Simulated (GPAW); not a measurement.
A run of GPAW 26.7.0:

The input run.py:

```python
import numpy as np
from ase import Atoms
from ase.dft.bandgap import bandgap
from ase.io import write
from gpaw import GPAW, PW
from gpaw.response.df import DielectricFunction

atoms = Atoms(['Pb', 'Se'],
              cell=[[0.0, 3.06065, 3.06065],
                    [3.06065, 0.0, 3.06065],
                    [3.06065, 3.06065, 0.0]],
              scaled_positions=[[0.0, 0.0, 0.0],
                                [0.5, 0.5, 0.5]],
              pbc=True)

calc = GPAW(mode=PW(500),
            xc='PBE',
            kpts={'size': (6, 6, 6), 'gamma': True},
            occupations={'name': 'fermi-dirac', 'width': 0.001},
            nbands=19,
            convergence={'density': 1e-06},
            maxiter=150,
            txt='gpaw.txt')
atoms.calc = calc
energy = atoms.get_potential_energy()
calc.write('gs.gpw')
write('result.traj', atoms)
print(f'Energy: {energy:.6f} eV')
print('Fermi level:', round(calc.get_fermi_level(), 4), 'eV')
print(f'Gap: {bandgap(calc)[0]:.4f} eV, direct: {bandgap(calc, direct=True)[0]:.4f} eV')

for size in [(19, 19, 19)]:
    name = 'x'.join(str(n) for n in size)
    dense = calc.fixed_density(kpts={'size': size, 'gamma': True},
                               nbands=36, convergence={'bands': 30, 'eigenstates': 1e-7},
                               update_fermi_level=True, txt=f'dense-{name}.txt')
    dense.write(f'{name}.gpw', mode='all')
    df = DielectricFunction(f'{name}.gpw', frequencies=np.array([0.0]), hilbert=False, eta=0.001,
                            ecut=80, nbands=30, intraband=False, txt=f'df-{name}.txt')
    for xc in ['Bootstrap']:
        for direction in ['x', 'y', 'z', [0, 1, 1], [1, 0, 1], [1, 1, 0]]:
            e0, e = df.get_macroscopic_dielectric_constant(xc=xc, direction=direction)
            print(f'{name} {xc} {direction}: {e0:.4f} without, {e:.4f} with local fields')
```

Potentials or basis: GPAW PAW data sets (gpaw-data 1.2.1), pw.

Launch:

```bash
$ OMP_NUM_THREADS=1 python run.py
```

Hardware: 1 thread of Arm Neoverse V1, with other jobs on the host.

**Question.** Estimate the wall time of this run.

**Answer.** Run time: 5.1 min on 1 thread of Arm Neoverse V1, on a shared host, peak memory 0.56 GiB. Counts: scf iterations 22, plane waves 1470, bands 19, k points 16.
